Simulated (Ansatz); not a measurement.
# Property card for Li

Computed with Ansatz, DFT PBE, scalar-relativistic, plane waves, PAW.

Settings: cutoff 420 eV, Γ-centred mesh 18×18×6 on the computed 4-atom cell, Gaussian smearing of 0.10 eV; no spin polarisation.

The structure is relaxed at this level of theory with its symmetry kept, and needn't be the ground state of this composition.

```
Li
1.0
     3.05387    0.00000    0.00000
    -1.52693    2.64473    0.00000
     0.00000    0.00000   10.01260
Li
4
Cartesian
  0.0000 0.0000 5.0063
  1.5269 0.8816 2.5032
  0.0000 1.7632 7.5095
  0.0000 0.0000 0.0000
```

- Space group: P6_3/mmc (No. 194)
- Volume per atom: 20.22 Å³
- Energy over the standard state (uncorrected): -0.002 eV/atom
- Kohn–Sham band gap: none (metal)
- Density of states at the Fermi level: 2.1 states/eV per cell

The cell was reached from a generator's guess, though it ends in a space group that the Crystallography Open Database lists for this formula.
